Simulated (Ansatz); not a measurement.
Cu:

```xyz
1
Lattice="-1.4428 1.4428 1.3761 1.4428 -1.4428 1.3761 1.4428 1.4428 -1.3761" Properties=species:S:1:pos:R:3 pbc="T T T"
Cu    0.0000    0.0000    0.0000
```

This isn't the form of Cu at room conditions, which is fcc.

| Item | Value |
| --- | --- |
| Program | Ansatz 0.2.0 |
| Task | relaxation of cell and atoms |
| Functional | BLYP |
| Dispersion | D3(BJ) |
| Potentials or basis | Ansatz PAW |
| Cutoff | 420 eV (not typed: the program's choice for these potentials) |
| k mesh | 13 × 13 × 13 |
| Occupations | fermi-dirac, width 0.05 eV |
| Spin | no spin polarisation |

At the start: volume 11.46 Å³/atom.

How do energy, volume and symmetry change on relaxing?

It ends after 7 steps and the volume is 11.18 Å³/atom (-2.5 %); space group I4/mmm (No. 139, to 0.05 Å).

The path:
| step | energy change (eV) | largest force (eV/Å) | volume (Å³) |
| --- | --- | --- | --- |
| 1 | 0.0000 | 0.0000 | 11.46 |
| 2 | -0.0029 | 0.0000 | 11.32 |
| 3 | -0.0041 | 0.0000 | 11.16 |
| 4 | -0.0041 | 0.0000 | 11.17 |
| 5 | -0.0042 | 0.0000 | 11.18 |
| 6 | -0.0042 | 0.0000 | 11.18 |
| 7 | -0.0040 | 0.0000 | 11.18 |

Final structure:
```cif
data_structure
_symmetry_space_group_name_H-M 'P 1'
_symmetry_Int_Tables_number 1
_cell_length_a 2.4419
_cell_length_b 2.4419
_cell_length_c 2.4419
_cell_angle_alpha 107.732
_cell_angle_beta 107.732
_cell_angle_gamma 113.009
_cell_volume 11.18
loop_
_atom_site_label
_atom_site_type_symbol
_atom_site_fract_x
_atom_site_fract_y
_atom_site_fract_z
_atom_site_occupancy
Cu1 Cu 0.00000 0.00000 0.00000 1
```

Caveat: the plane-wave basis is chosen anew once the cell has moved, so the energies of steps on either side of that aren't comparable; pairwise dispersion overbinds metals, which lowers pressure and volume; the PAW data sets come from PBE, with cores solved anew for the run's functional, which leaves a small shift of forces and pressure.
